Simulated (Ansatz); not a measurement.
# Understanding CaSe in the rocksalt structure from first principles

**What was measured.** A printed reference work, textbook reports, for a bulk crystal of CaSe: lattice constant a 5.924 Å.

A printed reference work, monograph, original work of 1988 reports, for a bulk crystal of CaSe at 2 K: band gap 3.85 eV (indirect).

The results are compared with them further down.

Level of theory: DFT, PBEsol, scalar-relativistic, no spin polarisation; plane waves to 420 eV with PAW datasets (Ansatz 0.2.0), 10×10×10 k-mesh, Gaussian smearing of 0.05 eV; PAW files: Ansatz's generated set soft_2.

The compound is reported in the structure type of the start.

The relaxed structure (symmetry read at 0.01 Å). The structure is cubic, space group Fm-3m (No. 225). The conventional cell has a = 5.869 Å, b = 5.869 Å, c = 5.869 Å, α = 90.00°, β = 90.00°, γ = 90.00°. Ca (site symmetry m-3m) has 6 Se at 2.93 Å as nearest neighbours. Se (site symmetry m-3m) has 6 Ca at 2.93 Å as nearest neighbours. (Neighbours are counted to 15 % beyond the shortest distance.)

Results at this level of theory:

* Volume: 25.26 Å³/atom
* Band gap: 1.88 eV
* Smallest direct gap: 2.85 eV
* Formation energy from the elements (0 K, uncorrected): -2.05 eV/atom
* Bulk modulus (Birch–Murnaghan): 52 GPa
* Pressure derivative B0′: 4.1
* Shear modulus (Hill): 35 GPa
* Young's modulus: 85 GPa
* Poisson's ratio: 0.23
* Elastically stable: yes

Formal charges Ca²⁺, Se²⁻ balance and leave closed shells on every ion, so a band insulator is expected, and the gap is 1.88 eV.

Problem. What fixes the bond lengths?

Solution. Shannon's ionic radii give a check on the bond lengths: Ca²⁺ with 6 neighbours 1.00 Å + Se²⁻ 1.98 Å = 2.98 Å against a computed mean of 2.93 Å. Sums and bonds agree within 3 %, so ion sizes set the bond lengths.

Problem. How stiff is it, in energy terms?

Solution. B0·V0 = 52.0 GPa × 25.26 Å³ = 8.21 eV/atom sets the scale: near the minimum ΔE ≈ ½ B0 V0 x², with x = V/V0 − 1, and a pressure of 0.5 GPa squeezes the volume by about 1 %. At the ends of the curve: x = −4.0 % predicts 6.5 meV/atom and the run gives 7.0; x = +4.0 % predicts 6.6 meV/atom and the run gives 6.2. Compression costs more and expansion less than the parabola says, since the crystal stiffens as it shrinks; B0′ measures that.

Problem. Which Debye temperature follows from the elastic moduli?

Solution. K = 52 GPa and G = 35 GPa (Hill). With a density of 3.912 g/cm³ (mean mass 59.5 u, 25.26 Å³/atom), K = 52.0 and G = 34.8 GPa from the unrounded constants, v_l = √((K + 4G/3)/ρ) = 5020 m/s and v_t = √(G/ρ) = 2980 m/s. The mean [(1/v_l³ + 2/v_t³)/3]^(−1/3) is 3300 m/s, and θ_D = (ħ/k_B)(6π²/V)^(1/3) v_m ≈ 340 K, with V the volume an atom.

**Against experiment.** Measured lattice constant a of CaSe: 5.924 Å (a printed reference work, textbook). This calculation gives 5.869 Å (-0.9 %). The calculation is for a static lattice, without zero-point motion or thermal expansion. Measured gap of CaSe: 3.85 eV (indirect; 2 K; a printed reference work, monograph, original work of 1988). This calculation gives 1.88 eV (-1.97 eV). So large a miss can be the level of theory's own, or it may mean another phase, state or a wrong row. Kohn–Sham gaps of semilocal functionals mostly fall below measured ones. Temperature and excitons aren't in the calculation.

Semilocal functionals underestimate band gaps, commonly by a third or more.
